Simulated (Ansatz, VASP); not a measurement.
**KCl: VASP beside Ansatz**

The input INCAR:

```
ALGO = Normal ; EDIFF = 1E-6
ENCUT = 520 ; GGA = PS
ISIF = 2 ; ISMEAR = -1
LASPH = True ; LCHARG = False
LREAL = False ; LWAVE = False
NBANDS = 15 ; NELM = 100
PREC = Accurate ; SIGMA = 0.02
```

Contents of KPOINTS:

```
k-points
0
Gamma
  7 7 7
```

Contents of POSCAR:

```
KCl
1.0
    3.6580669265      0.0000000000      0.0000000000
    0.0000000000      3.6580669265      0.0000000000
    0.0000000000      0.0000000000      3.6580669265
K Cl
1 1
Direct
    0.0000000000      0.0000000000      0.0000000000
    0.5000000000      0.5000000000      0.5000000000
```

Input for Ansatz:

```yaml
crystal:
  lattice:
    - [3.6580669265, 0.0, 0.0]
    - [0.0, 3.6580669265, 0.0]
    - [0.0, 0.0, 3.6580669265]
  atoms:
    - { symbol: K, position: [0.0, 0.0, 0.0] }
    - { symbol: Cl, position: [0.5, 0.5, 0.5] }
kpoints:
  mp_grid: { grid: [7, 7, 7] }
  band_path:
    path:
      - [0.0, 0.0, 0.0]
      - [0.0, 0.5, 0.0]
      - [0.5, 0.5, 0.0]
      - [0.0, 0.0, 0.0]
      - [0.5, 0.5, 0.5]
      - [0.0, 0.5, 0.0]
      - [0.5, 0.5, 0.5]
      - [0.5, 0.5, 0.0]
    npoints: 5
scf:
  occupations: { method: fermi_dirac, width: 0.02 }
hamiltonian:
  xc: pbesol
  pseudopotentials: { kind: all_electron, lapw: { basis_error: 0.0005 } }
output:
  forces: true
  stress: true
  eigenvalues: true
```

Change from the starting cell: volume scaled by 1.02.

Alike in both runs: task single point; functional PBEsol; k mesh 7 × 7 × 7; occupations fermi-dirac, width 0.02 eV; no spin polarisation.

```csv
,VASP,Ansatz
version,VASP 6.6.1,Ansatz 0.2.0
potentials or method,"VASP PAW PBE potentials, release 64 (K_sv, Cl)","all-electron LAPW, scalar-relativistic"
plane-wave cutoff (eV),520,see its input
```

|  | VASP | Ansatz | Ansatz less VASP |
| --- | --- | --- | --- |
| gap on the k mesh at the Fermi level (eV) | 5.29 | 5.30 | +0.005 |
| pressure (GPa) | 1.7 | 1.7 | -0.08 |

Ansatz ran all-electron here, so the differences hold the error of VASP's frozen core and of both bases.

Caveats: the PAW data sets were made with another functional, which shifts forces and pressure a little (VASP); an odd mesh through Γ misses points on the zone boundary, where band edges often lie.
